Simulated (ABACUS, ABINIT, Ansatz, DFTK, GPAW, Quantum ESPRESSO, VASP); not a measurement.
## InAs: 8 runs at one level of theory

```
In As
1.0
     0.00000    3.01800    3.01800
     3.01800    0.00000    3.01800
     3.01800    3.01800    0.00000
In As
1 1
Direct
  0.00000 0.00000 0.00000
  0.75000 0.75000 0.75000
```

Alike in all runs: task single point; functional PBE; k mesh 8 × 8 × 8; occupations fermi-dirac, width 0.05 eV; no spin polarisation; no spin-orbit coupling. A missing gap at this level doesn't show that the real crystal is a metal. Pressure is positive in compression and, in plane waves, holds the error of the finite cutoff, which Ansatz's Pulay term estimates and takes out.

| program and potentials | plane-wave cutoff (eV) | notes | band gap (eV) | pressure (GPa) |
| --- | --- | --- | --- | --- |
| VASP, PBE PAW files As, In_d, 520 eV | 520 | 9 valence electrons an atom on average | no gap | 4.37 |
| Ansatz, Ansatz PAW (earlier soft set) | 420 | 14 valence electrons an atom on average; Pulay term of +0.03 GPa included | no gap | 4.30 |
| Quantum ESPRESSO, SSSP 1.3 efficiency PBE | 748 | 9 valence electrons an atom on average | no gap | 4.41 |
| ABINIT, JTH PAW PBE v2.0 | 599 | 14 valence electrons an atom on average | no gap | 4.31 |
| Ansatz, all-electron LAPW, scalar-relativistic | - | - | no gap | 4.30 |
| DFTK, PseudoDojo SR PBE 0.4.1 standard (PBE) | 1143 | 14 valence electrons an atom on average | no gap | 4.37 |
| ABACUS, PseudoDojo NC SR 0.4.1 PBE standard, plane waves | 1143 | 14 valence electrons an atom on average | no gap | 4.35 |
| GPAW, GPAW PAW data sets (gpaw-data 1.2.1) | 600 | 9 valence electrons an atom on average | no gap | 4.04 |

None finds a gap. The pressure spans 4.04 (GPAW, GPAW PAW data sets (gpaw-data 1.2.1)) to 4.41 GPa (Quantum ESPRESSO, SSSP 1.3 efficiency PBE), with all-electron results at 4.30.

The functional is the same throughout but for its coding, so the spread measures potentials, basis and numerics; runs on potential files found faulty are left out.

All eight runs put this cell under compression. The cell is close to the measured one, and PBE typically underbinds III-V crystals, so its own equilibrium volume is larger. The missing gap disagrees with experiment, since InAs is a narrow direct-gap semiconductor. PBE places the antibonding, cation-rich s state at Γ too low relative to the As p valence top, and with so small a true gap the two probably touch or invert. Neither the compression nor the missing spin-orbit coupling explains this: compression raises the s state and opens the gap, while spin-orbit splitting lifts the valence top and narrows it.

The sets with 14 valence electrons an atom, which include As 3d, stay between 4.30 and 4.37 GPa, near the all-electron value. Those with 9 scatter to both sides, so freezing that shell has no uniform effect on the pressure here. GPAW stands apart at 4.04 GPa, possibly through its data sets or residual basis error. Agreement on the absent gap supports a shared failure of the functional rather than a fault of any one potential.
